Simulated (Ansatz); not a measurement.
**Tc: equation of state**

How stiff is Tc, and at what volume does the pressure vanish? The cell is scaled evenly, atoms carried along, and solved with LAPW and all-electron datasets made for the crystal.

Computed with Ansatz 0.2.0 (DFT PBE, scalar-relativistic, unless a step's input says otherwise).

## Step 1: The system as given

The structure is cubic, space group Fm-3m (No. 225). Conventional cell: a = 3.900 Å, b = 3.900 Å, c = 3.900 Å, α = 90.00°, β = 90.00°, γ = 90.00°. Around Tc (site symmetry m-3m) lie 12 Tc at 2.76 Å.

As a file:

```
Tc
1.0
     0.00000    1.95000    1.95000
     1.95000    0.00000    1.95000
     1.95000    1.95000    0.00000
Tc
1
Direct
  0.00000 0.00000 0.00000
```

The cell comes from a crystallographic database entry that wasn't checked; take it as a given geometry, which may be far from equilibrium.

## Step 2: Volume × 0.95, LAPW

The input, input.yaml:

```yaml
crystal:
  lattice:
    - [0.0, 1.9169427664, 1.9169427664]
    - [1.9169427664, 0.0, 1.9169427664]
    - [1.9169427664, 1.9169427664, 0.0]
  atoms:
    - { symbol: Tc, position: [0.0, 0.0, 0.0] }
kpoints:
  mp_grid: { grid: [18, 18, 18] }
scf:
  occupations: { method: fermi_dirac, width: 0.03 }
hamiltonian:
  xc: pbe
  pseudopotentials: { kind: all_electron, lapw: { basis_error: 0.00025 } }
output:
  forces: true
  stress: true
  eigenvalues: true
```

Started as:

```console
$ ansatz run input.yaml --threads 1 --pin off --max-ram 2048MiB --backend cpu --events-out ev --progress --plain --runs-dir out
```

## Step 3: Volume × 0.95, crystal datasets

input.yaml: that of step 2 with these lines changed.

```diff
@@ -13,3 +13,3 @@
   xc: pbe
-  pseudopotentials: { kind: all_electron, lapw: { basis_error: 0.00025 } }
+  pseudopotentials: { kind: all_electron, datasets: crystal }
 output:
@@ -18 +18,2 @@
   eigenvalues: true
+  efg: { contact_densities: true }
```

## Step 4: Volume × 0.975, LAPW

The input, input.yaml:

```yaml
crystal:
  lattice:
    - [0.0, 1.9336126706, 1.9336126706]
    - [1.9336126706, 0.0, 1.9336126706]
    - [1.9336126706, 1.9336126706, 0.0]
  atoms:
    - { symbol: Tc, position: [0.0, 0.0, 0.0] }
kpoints:
  mp_grid: { grid: [18, 18, 18] }
scf:
  occupations: { method: fermi_dirac, width: 0.03 }
hamiltonian:
  xc: pbe
  pseudopotentials: { kind: all_electron, lapw: { basis_error: 0.00025 } }
output:
  forces: true
  stress: true
  eigenvalues: true
```

## Step 5: Volume × 1.025, LAPW

input.yaml: that of step 4 with these lines changed.

```diff
@@ -2,5 +2,5 @@
   lattice:
-    - [0.0, 1.9336126706, 1.9336126706]
-    - [1.9336126706, 0.0, 1.9336126706]
-    - [1.9336126706, 1.9336126706, 0.0]
+    - [0.0, 1.9661164333, 1.9661164333]
+    - [1.9661164333, 0.0, 1.9661164333]
+    - [1.9661164333, 1.9661164333, 0.0]
   atoms:
```

## Step 6: Volume × 1.05, LAPW

input.yaml: that of step 5 with these lines changed.

```diff
@@ -2,5 +2,5 @@
   lattice:
-    - [0.0, 1.9661164333, 1.9661164333]
-    - [1.9661164333, 0.0, 1.9661164333]
-    - [1.9661164333, 1.9661164333, 0.0]
+    - [0.0, 1.9819728958, 1.9819728958]
+    - [1.9819728958, 0.0, 1.9819728958]
+    - [1.9819728958, 1.9819728958, 0.0]
   atoms:
```

## Step 7: Volume × 1.05, crystal datasets

input.yaml: that of step 6 with these lines changed.

```diff
@@ -13,3 +13,3 @@
   xc: pbe
-  pseudopotentials: { kind: all_electron, lapw: { basis_error: 0.00025 } }
+  pseudopotentials: { kind: all_electron, datasets: crystal }
 output:
@@ -18 +18,2 @@
   eigenvalues: true
+  efg: { contact_densities: true }
```

(Steps that only read results are left out.)

What does the calculation give? Wanted: equilibrium volume; bulk modulus.

**Answer**, as computed:

| quantity | value |
| --- | --- |
| equilibrium volume (LAPW) | 14.508 Å³/atom |
| bulk modulus (LAPW) | 298 GPa |
| its pressure derivative (LAPW) | 4.5 |

What this shows: By LAPW, the pressure vanishes at 14.51 Å³/atom (-2.2 % from the starting cell) and the bulk modulus there is 298 GPa (Birch-Murnaghan, third order). No thermal or zero-point expansion is included.
